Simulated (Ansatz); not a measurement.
The system is SiC (Moissanite).

```
Si C
1.0
     3.07600    0.00000    0.00000
    -1.53800    2.66389    0.00000
     0.00000    0.00000    5.04800
Si C
2 2
Direct
  0.66667 0.33333 0.50000
  0.33333 0.66667 0.00000
  0.66667 0.33333 0.88500
  0.33333 0.66667 0.38500
```

| Quantity | Value |
| --- | --- |
| Program | Ansatz 0.2.0 |
| Task | relaxation of cell and atoms |
| Functional | revPBE |
| Dispersion | D4 |
| Potentials or basis | Ansatz PAW |
| Cutoff | 420 eV (not typed: the program's choice for these potentials) |
| k mesh | 10 × 10 × 5 |
| Occupations | fermi-dirac, width 0.05 eV |
| Spin | no spin polarisation |

At the start: volume 10.34 Å³/atom.

Problem. How do energy, volume and symmetry change on relaxing?

Solution. It ends after 6 steps and the volume is 10.20 Å³/atom (-1.4 %); space group P6_3mc (No. 186, to 0.05 Å).

Step by step:
| step | energy change (eV) | largest force (eV/Å) | volume (Å³) |
| --- | --- | --- | --- |
| 1 | 0.0000 | 0.7387 | 41.36 |
| 2 | -0.0257 | 0.4446 | 41.07 |
| 3 | -0.0306 | 0.3203 | 40.56 |
| 4 | -0.0425 | 0.0003 | 40.79 |
| 5 | -0.0425 | 0.0002 | 40.78 |
| 6 | -0.0416 | 0.0003 | 40.78 |

Final structure:
```xyz
4
Lattice="3.0612 0.0000 0.0000 -1.5306 2.6511 0.0000 0.0000 0.0000 5.0256" Properties=species:S:1:pos:R:3 pbc="T T T"
Si    1.5306    0.8837    2.5363
Si    0.0000    1.7674    0.0235
C     1.5306    0.8837    4.4242
C     0.0000    1.7674    1.9114
```

Caveat: the plane-wave basis is chosen anew once the cell has moved, so the energies of steps on either side of that aren't comparable; the PAW data sets come from PBE, with cores solved anew for the run's functional, which leaves a small shift of forces and pressure.
